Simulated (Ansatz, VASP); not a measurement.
# AlGaN2 (alpha-NaFeO2 type (invented)) in two plane-wave programs

Wanted: the spread between two codes on one cell, functional and k mesh. The cell is generated by rule, not measured, and may not be a known phase. The cell is taken from a series of runs on this material, whose earlier steps may have relaxed, scaled, displaced or heated it; both programs get it as it stands.

Main program and level: Ansatz 0.2.0; plane waves, with VASP 6.6.1 beside it; zone-centre phonons at PBEsol.

## (1) The structure

The structure is trigonal, space group R-3m (No. 166). Conventional cell: a = 2.924 Å, b = 2.924 Å, c = 14.326 Å, α = 90.00°, β = 90.00°, γ = 120.00°. Nearest to Al lie 6 N at 2.04 Å. Nearest to Ga lie 6 N at 2.10 Å. Nearest to N lie 3 Al at 2.04 Å and 3 Ga at 2.10 Å. Farther neighbours and most contacts between anions are not listed.

## (2) Ansatz: zone-centre phonons, PBEsol

Ansatz runs on its default PAW (the set named soft_2) files.

Second derivatives magnify differences that forces hide, and they need a tight electronic threshold.

input.yaml reads:

```yaml
crystal:
  lattice:
    - [1.4621514203, 0.8441735161, 4.7754313581]
    - [-1.4621514203, 0.8441735161, 4.7754313581]
    - [0.0, -1.6883470322, 4.7754313581]
  atoms:
    - { symbol: Al, position: [1.0, 0.0, 0.0] }
    - { symbol: Ga, position: [0.5, 0.5, 0.5] }
    - { symbol: "N", position: [0.2534041607, 0.2534041607, 0.2534041607] }
    - { symbol: "N", position: [0.7465958393, 0.7465958393, 0.7465958393] }
total_charge: 0.04
kpoints:
  mp_grid: { grid: [12, 12, 12] }
hamiltonian:
  xc: pbesol
scf:
  occupations: { method: fermi_dirac, width: 0.05 }
  n_extra_bands: 10
output:
  eigenvalues: true
phonons:
  method: dfpt
```

Launch:

```console
$ ansatz run input.yaml --threads 4 --pin off --max-ram 8192MiB --backend cpu --events-out ev --progress --plain --runs-dir out
```

Numbers of over 12 decimals in the logs are rounded to 6 here.

Output:

```text
scf.n_extra_bands = 10 over 13 filled bands (N_el = 26.0): the run solves 23 bands
Engine: ansatz 0.2.0, aarch64-unknown-linux-gnu
Pseudopotentials: kind: paw
Pseudopotential: Al, paw, valence charge 3, recommended cutoff 420 eV (normal), Al.paw.azcp
Pseudopotential: Ga, paw, valence charge 13, recommended cutoff 420 eV (normal), Ga.paw.azcp
Pseudopotential: N, paw, valence charge 5, recommended cutoff 420 eV (normal), N.paw.azcp
Functional definition: PBEsol
  exchange = pbesol_x
  correlation = pbesol_c
Crystal: 4 atoms, lattice volume = 35.366 Å³
Basis set: ecut = 420 eV, 675 PW (Γ), exchange–correlation on 72×72×72 points (8 copies of the dense FFT grid, shifted against one another)
Bands: 23, of which v1, the nominal top of the filled ones, is band 13 counted from 1 (12 counted from 0)
Symmetry: 12 space group operations
k-points: 476 of 1728 (irreducible under 2 space group operations, time reversal used)
Non-local potential: Al, projectors of the file, l = 0: 2, l = 1: 2, l = 2: 1
Non-local potential: Ga, projectors of the file, l = 0: 2, l = 1: 2, l = 2: 3, l = 3: 1
Non-local potential: N, projectors of the file, l = 0: 2, l = 1: 2, l = 2: 1
PAW form: soft (Blöchl's): semilocal exchange-correlation on the pseudo side does not see the compensation charge
PAW frozen core: Al, regenerated for the run's functional, and the local potential with it (the file was generated under x = pbe(κ = 0.804, μ = 0.219515), c = pbe(β = 0.066725))
PAW frozen core: Ga, regenerated for the run's functional, and the local potential with it (the file was generated under x = pbe(κ = 0.804, μ = 0.219515), c = pbe(β = 0.066725))
PAW frozen core: N, regenerated for the run's functional, and the local potential with it (the file was generated under x = pbe(κ = 0.804, μ = 0.219515), c = pbe(β = 0.066725))
PAW one-centre angular grid: Al, 110 points (default); XC on 64 Gauss nodes
PAW one-centre angular grid: Ga, 590 points (default); XC on 64 Gauss nodes
PAW one-centre angular grid: N, 110 points (default); XC on 64 Gauss nodes
Initial density: superposition of atomic densities (neutral atoms scaled as one to the charged cell's electrons: chi_scale 0, normalization atom), corrected by the library's trained network
Initial wavefunctions: pseudopotential atomic-orbital guess
Functional: x = pbesol(κ = 0.804, μ = 0.123457), c = pbesol(β = 0.046)
SCF iter   1: F=—  HF=-5028.153698 eV  |F-HF|=—  |Δ(HF+E_count)|=         —  Δρ=1.31e-2  dr2=7.24e-2  ethr=1.77e-3  ⟨swp⟩=5.2  Hψ=51291  notcnv=0  defer=158
preconditioner: auto → none  [metal: Δε(μ)=0.027 eV  Ē_g=20.176 eV  σ=0.050 eV  W_gap=0.13  n_scr=8 (ndim 8)  ℏωp=31.8 eV  f_vac=0.000  D(μ)=0.56/eV (n_scr^D=2)  sad-step TF]
SCF iter   2: F=—  HF=-5028.141950 eV  |F-HF|=—  |Δ(HF+E_count)|=   1.17e-2  Δρ=8.45e-3  dr2=3.38e-2  ethr=2.79e-4  ⟨swp⟩=1.9  Hψ=16028  notcnv=0  defer=941
SCF iter   3: F=—  HF=-5028.132009 eV  |F-HF|=—  |Δ(HF+E_count)|=   9.94e-3  Δρ=1.28e-3  dr2=5.02e-4  ethr=1.30e-4  ⟨swp⟩=2.4  Hψ=16952  notcnv=0  defer=1032
SCF iter   4: F=—  HF=-5028.131653 eV  |F-HF|=—  |Δ(HF+E_count)|=   3.55e-4  Δρ=5.82e-4  dr2=4.46e-5  ethr=1.93e-6  ⟨swp⟩=2.0  Hψ=15808  notcnv=0  defer=1032
SCF iter   5: F=—  HF=-5028.131642 eV  |F-HF|=—  |Δ(HF+E_count)|=   1.10e-5  Δρ=9.46e-5  dr2=4.28e-6  ethr=1.72e-7  ⟨swp⟩=2.0  Hψ=12898  notcnv=0  defer=1032
SCF iter   6: F=—  HF=-5028.131642 eV  |F-HF|=—  |Δ(HF+E_count)|=   6.55e-7  Δρ=1.87e-5  dr2=1.43e-7  ethr=1.65e-8  ⟨swp⟩=2.0  Hψ=14624  notcnv=0  defer=1032
SCF iter   7: F=—  HF=-5028.131642 eV  |F-HF|=—  |Δ(HF+E_count)|=   6.67e-8  Δρ=3.30e-6  dr2=1.71e-9  ethr=5.53e-10  ⟨swp⟩=2.1  Hψ=11703  notcnv=0  defer=1040
SCF iter   8: F=—  HF=-5028.131642 eV  |F-HF|=—  |Δ(HF+E_count)|=  4.77e-10  Δρ=3.63e-7  dr2=1.63e-11  ethr=6.57e-12  ⟨swp⟩=2.3  Hψ=14879  notcnv=0  defer=1040
SCF iter   9: F=-5028.131642 eV  HF=-5028.131642 eV  |F-HF|=0.00e0  |Δ(HF+E_count)|=  3.64e-12  Δρ=3.00e-8  dr2=1.11e-13  ethr=1.00e-12  ⟨swp⟩=8.2  Hψ=48945  notcnv=0
SCF 1 converged in 9 iterations: F = -5028.131642 eV  dr2 = 1.11e-13
  greatest PAW one-centre occupation: 0.997 electrons in one spin orbital (limit 2), on the Ga atom at site 1 (counted from 0), in its partial waves of l = 2
DFPT response loops at Γ: preconditioner auto → Kerker (q_TF=auto, 2.591 Å⁻¹) (partly filled bands, converged f_vac=0.000); β = 1.00, the filter's whole step (`scf.mixing.beta` (0.50) is not read by the response loops under this deck's `scf.mixing.preconditioner`; to damp them name `kerker` or `kerker_dos`, under which they read `scf.mixing.beta`, and type it under 1.00, their step now; both keys bind the ground state too); Broyden in place of MSR1
SCF converged after 9 iterations
Free energy (F): -5028.131642 eV
Harris-Foulkes:  -5028.131642 eV  (|F-HF|=0.00e0)
Internal energy: -5028.126918 eV  (E = F + TS)
E sigma→0 (E₀):  -5028.129280 eV
Entropy (-TS):   -0.004724 eV (-1.181 meV/atom)
Fermi energy:    12.099722 eV
--- Per-component energies (eV) ---
  E_band       = 76.733883
  E_kinetic    = 409.074785
  E_local      = -2218.501165  (includes V_loc(G=0)·N_el)
  E_nonlocal   = 532.947534
  E_hartree    = 1031.456559
  E_xc         = -229.225441
  E_vxc        = -242.772062  (∫ρ·V_xc dr)
  E_paw        = -2657.216748  (= ΣΔE_a)
  E_vpaw       = -466.928346  (= ΣTr[D̂ρ^β])
  E_aug_tail   = 0.000008  (compensation charges beyond the density's cutoff)
  E_ewald      = -1897.600764
  E_core_change = 0.938314  (= ΣΔE_core)
  E_smearing   = -0.004724  (= −TS)
  E_closure    = 0.000000  (closes the sum)
  E_deformation_potential = 0.870731  (in the stress; not in F)
  Σ components = -5028.131642   (vs F -5028.131642, Δ=0.00e0)
--- Band table (eV; the first three rows and the last of 476) ---
  k-point 0: bands = [... 9 lower, 11.5151, 11.9044, 11.9178, 11.9178, 15.9145, 17.4998, 22.0857, 22.0857, ... 6 higher]
  k-point 1: bands = [... 9 lower, 11.3093, 11.3958, 11.8008, 11.9283, 16.4277, 18.0369, 21.1608, 22.3460, ... 6 higher]
  k-point 2: bands = [... 9 lower, 10.0269, 11.0930, 11.4957, 11.7615, 17.3173, 18.8297, 20.4073, 22.9352, ... 6 higher]
  k-point 475: bands = [... 9 lower, 11.3092, 11.3092, 12.0766, 12.0766, 17.9037, 18.0305, 21.9318, 23.2847, ... 6 higher]
--- Phonons (Γ-DFPT): 6 representative perturbations + reference, on 476 of 1728 k-points (Σ response iterations 21) ---
  k mesh reduced under 2 symmetry operations, with k and −k counted as one. Each operation leaves every solved perturbation unchanged. A smaller set is not used because it would not reduce the number of displacements times k-points to solve
  ASR residual: 9.369e-6 → 0.000e0 eV/Å²; symmetrization residual: 3.327e-5 eV/Å²
  ASR residual per site (eV/Å²): 9.37e-6 4.07e-6 8.41e-6 8.41e-6
  Γ frequencies (cm⁻¹): 0.00 0.00 0.00 197.00 197.00 341.97 341.97 343.58 378.51 378.51 512.04 682.15
  non-analytic LO–TO correction: not included (Born effective charges unavailable; polar crystals: no LO–TO splitting at Γ)
```

## (3) VASP: zone-centre phonons, PBEsol

The same cell, functional, mesh and smearing now go to VASP, with its own data sets.

Lines of VASP's logs that name or quote its potential files are left out, and so is its time.

INCAR reads:

```
SYSTEM = AlGaN2
PREC = Accurate
ENCUT = 600
EDIFF = 1E-08
NELM = 120
ISMEAR = -1
SIGMA = 0.05
LREAL = .FALSE.
ALGO = Normal
GGA = PS
NELECT = 25.96
NBANDS = 18
LORBIT = 11
LWAVE = .FALSE.
LCHARG = .FALSE.
ISIF = 2
IBRION = 8
LASPH = .TRUE.
GGA_COMPAT = .FALSE.
KPAR = 2
```

POSCAR reads:

```
AlGaN2
1.0
    1.4621514203      0.8441735161      4.7754313581
   -1.4621514203      0.8441735161      4.7754313581
    0.0000000000     -1.6883470322      4.7754313581
Al Ga N
1 1 2
Direct
    0.0000000000      0.0000000000      0.0000000000
    0.5000000000      0.5000000000      0.5000000000
    0.2534041607      0.2534041607      0.2534041607
    0.7465958393      0.7465958393      0.7465958393
```

KPOINTS reads:

```
Automatic mesh
0
Gamma
12 12 12
0 0 0
```

Potentials, in the order of the species: Al, Ga_d and N (PBE family, release 64).

Launch:

```console
$ mpirun -np 2 vasp_std
```

Output:

```text
[banner, memory and clock lines left out]
running    2 mpi-ranks, on    1 nodes
 distrk:  each k-point on    1 cores,    2 groups
 distr:  one band on    1 cores,    1 groups

 POSCAR found type information on POSCAR AlGaN
 POSCAR found :  3 types and       4 ions
|                                                                             |
|               ----> ADVICE to this user running VASP <----                  |
|                                                                             |
|     You enforced a specific xc type in the INCAR file but a different       |
|     [... a line on the potential file left out ...]
|     I HOPE YOU KNOW WHAT YOU ARE DOING!                                     |
|                                                                             |

 LDA part: xc-table for (Slater+PW92), standard interpolation
 POSCAR, INCAR and KPOINTS ok, starting setup
 FFT: planning ... GRIDC
 FFT: planning ... GRID_SOFT
 FFT: planning ... GRID
 WAVECAR not read
 entering main loop
       N       E                     dE             d eps       ncg     rms          rms(c)
DAV:   1     0.190731684668E+03    0.19073E+03   -0.13349E+04  7080   0.235E+03
DAV:   2    -0.103573203236E+02   -0.20109E+03   -0.19272E+03  7604   0.472E+02
DAV:   3    -0.306800935555E+02   -0.20323E+02   -0.20071E+02  8046   0.129E+02
DAV:   4    -0.312905949852E+02   -0.61050E+00   -0.60719E+00  9332   0.225E+01
DAV:   5    -0.312985159612E+02   -0.79210E-02   -0.79168E-02  9120   0.252E+00BRMIX: very serious problems
 the old and the new charge density differ
 old charge density:    26.00000 new   25.96000
BRMIX: very serious problems
 the old and the new charge density differ
 old charge density:    26.00000 new   25.96000
    0.992E+00
DAV:   6    -0.279847475083E+02    0.33138E+01   -0.12275E+01 10854   0.602E+01    0.338E+00
DAV:   7    -0.279981683441E+02   -0.13421E-01   -0.10566E+00  7820   0.937E+00    0.230E+00
DAV:   8    -0.279672363609E+02    0.30932E-01   -0.10673E-01 10216   0.426E+00    0.404E-01
DAV:   9    -0.279615871143E+02    0.56492E-02   -0.19819E-02 10784   0.275E+00    0.208E-01
DAV:  10    -0.279614806792E+02    0.10644E-03   -0.36590E-03  8678   0.616E-01    0.810E-02
DAV:  11    -0.279614736191E+02    0.70601E-05   -0.24718E-04  9048   0.175E-01    0.189E-02
DAV:  12    -0.279614737037E+02   -0.84644E-07   -0.13282E-05 10020   0.744E-02    0.902E-03
DAV:  13    -0.279614739815E+02   -0.27785E-06   -0.15312E-06  8654   0.120E-02    0.433E-03
DAV:  14    -0.279614737155E+02    0.26602E-06   -0.59923E-07  9150   0.835E-03    0.104E-03
DAV:  15    -0.279614736839E+02    0.31594E-07   -0.65489E-08  8206   0.205E-03    0.354E-04
DAV:  16    -0.279614736832E+02    0.68940E-09   -0.21947E-09  4528   0.607E-04
   1 F= -.27961474E+02 E0= -.27959111E+02  d E =-.472551E-02
 Linear response reoptimize wavefunctions to high precision
DAV:   1    -0.279614736834E+02   -0.16735E-09   -0.17679E-09  4932   0.344E-04
DAV:   2    -0.279614736834E+02   -0.25921E-10   -0.27984E-10  4418   0.174E-04
 Linear response DOF=           6
 Linear response progress:
  Degree of freedom:   1/  6
       N       E                     dE             d eps       ncg     rms          rms(c)
RMM:   1    -0.619086890674E-02   -0.61909E-02   -0.50234E-03 40056   0.645E-01
RMM:   2    -0.511834960939E-02    0.10725E-02   -0.73372E-04 33414   0.218E-01    0.651E-02
RMM:   3    -0.507519190058E-02    0.43158E-04   -0.10409E-04 35640   0.750E-02    0.369E-02
RMM:   4    -0.509999695498E-02   -0.24805E-04   -0.45654E-05 34546   0.432E-02    0.647E-03
RMM:   5    -0.510104234182E-02   -0.10454E-05   -0.25897E-06 36833   0.132E-02    0.260E-03
RMM:   6    -0.509970388748E-02    0.13385E-05   -0.18772E-07 36140   0.348E-03    0.112E-03
RMM:   7    -0.509859011874E-02    0.11138E-05   -0.21680E-08 35991   0.120E-03    0.168E-04
RMM:   8    -0.509851691969E-02    0.73199E-07   -0.43815E-09 37853   0.414E-04    0.104E-04
RMM:   9    -0.509851775377E-02   -0.83408E-09   -0.69518E-09 37752   0.191E-04    0.504E-05
 first order change of Fermi-energy   0.49657E-05
 force on displaced ion       1 direction 1 :  -7.133  -0.000   0.000
 Linear response progress:
  Degree of freedom:   2/  6
       N       E                     dE             d eps       ncg     rms          rms(c)
RMM:   1    -0.213602136063E-01   -0.21360E-01    0.30777E-02 16740   0.162E+00
RMM:   2    -0.110176209214E-01    0.10343E-01   -0.52548E-03 12986   0.609E-01    0.942E-02
RMM:   3    -0.108439831353E-01    0.17364E-03   -0.56884E-04 14063   0.206E-01    0.426E-02
RMM:   4    -0.107334580281E-01    0.11053E-03   -0.11727E-04 13926   0.769E-02    0.168E-02
RMM:   5    -0.107064499711E-01    0.27008E-04   -0.37426E-05 14608   0.371E-02    0.522E-03
RMM:   6    -0.107046008424E-01    0.18491E-05   -0.33838E-06 14004   0.110E-02    0.168E-03
RMM:   7    -0.107045287687E-01    0.72074E-07   -0.83202E-07 14657   0.348E-03    0.744E-04
RMM:   8    -0.107055757279E-01   -0.10470E-05   -0.13986E-07 14225   0.126E-03    0.137E-04
RMM:   9    -0.107055501036E-01    0.25624E-07   -0.54016E-08 14889   0.473E-04    0.126E-04
RMM:  10    -0.107055924272E-01   -0.42324E-07    0.47487E-08 14681   0.251E-04    0.420E-05
RMM:  11    -0.107055849083E-01    0.75189E-08    0.30921E-08 14926   0.188E-04    0.231E-05
 first order change of Fermi-energy  -0.36798E-04
[...]
RMM:  14    -0.156896539420E+00   -0.16623E-07   -0.27223E-07 40614   0.453E-04    0.473E-06
RMM:  15    -0.156896524406E+00    0.15014E-07   -0.17047E-07 40763   0.432E-04    0.210E-06
RMM:  16    -0.156896524906E+00   -0.49963E-09   -0.17292E-07 40130   0.420E-04    0.224E-06
RMM:  17    -0.156896525023E+00   -0.11790E-09   -0.93612E-08 39528   0.412E-04    0.250E-06
 first order change of Fermi-energy  -0.58364E-05
 force on displaced ion       2 direction 1 :  -4.556   0.000   0.000
 Linear response progress:
  Degree of freedom:   4/  6
       N       E                     dE             d eps       ncg     rms          rms(c)
RMM:   1    -0.181614298348E+00   -0.18161E+00    0.32160E-01  9173   0.973E+00
RMM:   2    -0.172250663557E+00    0.93636E-02   -0.39990E-02 12943   0.170E+00    0.869E-02
RMM:   3    -0.171746348715E+00    0.50431E-03   -0.46626E-03 13835   0.438E-01    0.547E-02
RMM:   4    -0.171204241531E+00    0.54211E-03   -0.55198E-04 13971   0.147E-01    0.208E-02
RMM:   5    -0.170988871279E+00    0.21537E-03   -0.10735E-04 14503   0.613E-02    0.717E-03
RMM:   6    -0.170987013398E+00    0.18579E-05   -0.14651E-05 14794   0.176E-02    0.325E-03
RMM:   7    -0.170984382978E+00    0.26304E-05   -0.58479E-06 14325   0.728E-03    0.145E-03
RMM:   8    -0.170986324992E+00   -0.19420E-05   -0.14017E-06 14197   0.347E-03    0.250E-04
RMM:   9    -0.170985130998E+00    0.11940E-05   -0.67489E-07 15019   0.128E-03    0.176E-04
RMM:  10    -0.170985095821E+00    0.35177E-07   -0.60790E-07 15033   0.677E-04    0.516E-05
RMM:  11    -0.170985035808E+00    0.60013E-07   -0.72531E-07 15455   0.472E-04    0.127E-05
RMM:  12    -0.170985033532E+00    0.22764E-08   -0.62986E-07 15583   0.399E-04    0.463E-06
RMM:  13    -0.170985045333E+00   -0.11802E-07   -0.72456E-07 16126   0.379E-04    0.348E-06
RMM:  14    -0.170985047220E+00   -0.18862E-08   -0.71856E-07 15948   0.371E-04    0.885E-07
RMM:  15    -0.170985050978E+00   -0.37589E-08   -0.73037E-07 15926   0.368E-04    0.308E-07
RMM:  16    -0.170985046502E+00    0.44765E-08   -0.70346E-07 15490   0.367E-04    0.214E-07
RMM:  17    -0.170985049807E+00   -0.33047E-08   -0.71287E-07 15385   0.366E-04    0.109E-07
RMM:  18    -0.170985041508E+00    0.82981E-08   -0.60336E-07 15340   0.366E-04    0.103E-07
RMM:  19    -0.170985048806E+00   -0.72975E-08   -0.76988E-07 15451   0.366E-04    0.530E-08
 first order change of Fermi-energy   0.66542E-04
 force on displaced ion       2 direction 3 :   0.000   0.000 -21.052
 Linear response progress:
  Degree of freedom:   5/  6
       N       E                     dE             d eps       ncg     rms          rms(c)
RMM:   1    -0.233411749579E+00   -0.23341E+00    0.14572E-01 78230   0.336E+00
RMM:   2    -0.230728044854E+00    0.26837E-02   -0.84730E-03 58690   0.916E-01    0.156E-01
RMM:   3    -0.231896935127E+00   -0.11689E-02   -0.13006E-03 63943   0.297E-01    0.800E-02
RMM:   4    -0.233562477788E+00   -0.16655E-02   -0.58556E-04 62127   0.158E-01    0.193E-02
RMM:   5    -0.233594302628E+00   -0.31825E-04   -0.30630E-05 67195   0.440E-02    0.285E-03
RMM:   6    -0.233565980069E+00    0.28323E-04   -0.14489E-06 65016   0.106E-02    0.135E-03
RMM:   7    -0.233553157545E+00    0.12823E-04   -0.18996E-07 67826   0.322E-03    0.274E-04
RMM:   8    -0.233557321687E+00   -0.41641E-05   -0.10364E-07 65849   0.123E-03    0.853E-05
RMM:   9    -0.233555908332E+00    0.14134E-05   -0.92433E-08 68958   0.692E-04    0.127E-05
RMM:  10    -0.233556102251E+00   -0.19392E-06   -0.10152E-07 69340   0.533E-04    0.263E-06
RMM:  11    -0.233556083572E+00    0.18679E-07   -0.99176E-08 71239   0.488E-04    0.170E-06
RMM:  12    -0.233556079806E+00    0.37664E-08   -0.10151E-07 70988   0.473E-04    0.610E-07
RMM:  13    -0.233556081950E+00   -0.21439E-08   -0.14796E-07 69745   0.470E-04    0.292E-07
RMM:  14    -0.233556082199E+00   -0.24959E-09   -0.10504E-07 68320   0.471E-04    0.237E-07
RMM:  15    -0.233556081673E+00    0.52603E-09   -0.95564E-08 68470   0.473E-04    0.138E-07
 first order change of Fermi-energy  -0.74248E-04
 force on displaced ion       3 direction 1 :  -5.384   0.003  -0.000
 Linear response progress:
  Degree of freedom:   6/  6
       N       E                     dE             d eps       ncg     rms          rms(c)
RMM:   1    -0.252881053492E+00   -0.25288E+00    0.17469E-01 15728   0.348E+00
RMM:   2    -0.249487069839E+00    0.33940E-02   -0.11271E-02 13045   0.916E-01    0.157E-01
RMM:   3    -0.250143973175E+00   -0.65690E-03   -0.25998E-03 13721   0.381E-01    0.707E-02
RMM:   4    -0.251156935216E+00   -0.10130E-02   -0.72686E-04 14093   0.162E-01    0.229E-02
RMM:   5    -0.251328920108E+00   -0.17198E-03   -0.34877E-05 13986   0.496E-02    0.104E-02
RMM:   6    -0.251438869692E+00   -0.10995E-03   -0.54487E-06 14456   0.180E-02    0.275E-03
RMM:   7    -0.251443050483E+00   -0.41808E-05   -0.30281E-07 13860   0.629E-03    0.123E-03
RMM:   8    -0.251438830554E+00    0.42199E-05    0.91098E-08 14056   0.250E-03    0.415E-04
RMM:   9    -0.251437723363E+00    0.11072E-05    0.12135E-07 13950   0.153E-03    0.180E-04
RMM:  10    -0.251437321220E+00    0.40214E-06    0.12732E-07 14546   0.768E-04    0.535E-05
RMM:  11    -0.251437646097E+00   -0.32488E-06    0.15479E-07 14880   0.556E-04    0.175E-05
RMM:  12    -0.251437525269E+00    0.12083E-06    0.15652E-07 15159   0.467E-04    0.668E-06
RMM:  13    -0.251437539924E+00   -0.14655E-07    0.15387E-07 15643   0.445E-04    0.150E-06
RMM:  14    -0.251437528406E+00    0.11518E-07    0.16378E-07 15608   0.443E-04    0.878E-07
[...]
RMM:  18    -0.251437529800E+00   -0.47582E-09    0.23995E-07 15068   0.447E-04    0.415E-07
RMM:  19    -0.251437529688E+00    0.11245E-09    0.17951E-07 15168   0.448E-04    0.523E-07
RMM:  20    -0.251437529394E+00    0.29381E-09    0.23652E-07 15318   0.448E-04    0.384E-07
RMM:  21    -0.251437529599E+00   -0.20532E-09    0.20813E-07 15386   0.449E-04    0.545E-07
RMM:  22    -0.251437529142E+00    0.45748E-09    0.22218E-07 15523   0.449E-04    0.354E-07
RMM:  23    -0.251437530181E+00   -0.10391E-08    0.17216E-07 15647   0.449E-04    0.406E-07
RMM:  24    -0.251437529667E+00    0.51402E-09    0.20837E-07 15708   0.449E-04    0.448E-07
RMM:  25    -0.251437529881E+00   -0.21438E-09    0.10291E-07 15780   0.449E-04    0.393E-07
 first order change of Fermi-energy  -0.12287E+00
 force on displaced ion       3 direction 3 :   0.000   0.000 -14.420
 Linear response finished
```

(Part 1 of 2 ends here.)

[Lines on the potential files, build, host, timing and source positions are cut from VASP's logs without a mark.]

[Logs are printed without paths, hosts, clocks, repeated set-up lines and the standing remarks that a program may print on its own settings, such as how far it seeks lower states.]

[Hosts, paths, dates, database ids (printed as entryN), source tags and the programs' standing remarks are cut or masked in the printed files.]
